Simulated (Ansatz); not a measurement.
GaP, 2 atoms in the cell. The structure is cubic, space group F-43m (No. 216). Conventional cell: a = 5.451 Å, b = 5.451 Å, c = 5.451 Å, α = 90.00°, β = 90.00°, γ = 90.00°. Ga (site symmetry -43m) is surrounded by 4 P at 2.36 Å. Around P (site symmetry -43m) lie 4 Ga at 2.36 Å. 

```yaml
Program: Ansatz 0.2.0
Task: band structure
Functional: PBE
Potentials_or_basis: all-electron LAPW, scalar-relativistic
Cutoff: 278 eV (chosen from the basis error)
Basis_error_allowed: 0.001 eV/atom
k_mesh: 8 × 8 × 8
Occupations: fermi-dirac, width 0.05 eV
Spin: no spin polarisation
```

Potentials or basis: all-electron LAPW, scalar-relativistic.

Run with:

```sh
$ ansatz run input.yaml --threads 1 --pin off --max-ram 3072MiB --backend cpu --events-out ev --progress --plain --runs-dir out
```

Hardware: 1 thread of Intel(R) Xeon(R) Processor @ 2.50GHz (Skylake/Cascade Lake), with other jobs on the host.

Problem. Estimate the wall time of this run.

Solution. Run time: 18 s on 1 thread of Intel(R) Xeon(R) Processor @ 2.50GHz (Skylake/Cascade Lake), on a shared host, peak memory 0.29 GiB. Counts: scf iterations 7, plane waves 411, k points 29, bands 21.
